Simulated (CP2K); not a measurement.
ZnS and the effect of the strain (εzz = s)

```
CELL_PARAMETERS angstrom
3.82121 0.00000 0.00000
1.91060 3.30926 0.00000
1.91060 1.10309 3.12000
ATOMIC_POSITIONS crystal
Zn 0.75000 0.75000 0.75000
S 0.00000 0.00000 0.00000
```

Kept alike: task band structure; functional PBE; k mesh 9 × 9 × 9; occupations fermi-dirac, width 0.05 eV; no spin polarisation. Program: CP2K, POTENTIAL_UZH Zn GTH-PBE-q12, S GTH-PBE-q6; TZVP-MOLOPT-PBE-GTH basis. The mesh is that of the run's cell of 2 atoms. No spin-orbit coupling.

| s | band gap (eV) | free energy over the lowest row (meV/atom) |
| --- | --- | --- |
| -0.02 | 2.113 | 10.62 |
| 0 | 2.075 | 1.06 |
| 0.02 | 1.962 | 0.00 |

The cell shown is the unstrained one; x, y and z are its Cartesian axes; atoms keep their fractions. Gaps are the smaller of the mesh's and the band path's.

Problem. What does the strain (εzz = s) change here?

Solution. The band gap falls from 2.113 to 1.962 eV between -0.02 and 0.02. The free energy falls from 10.62 to 0.00 meV/atom between -0.02 and 0.02.
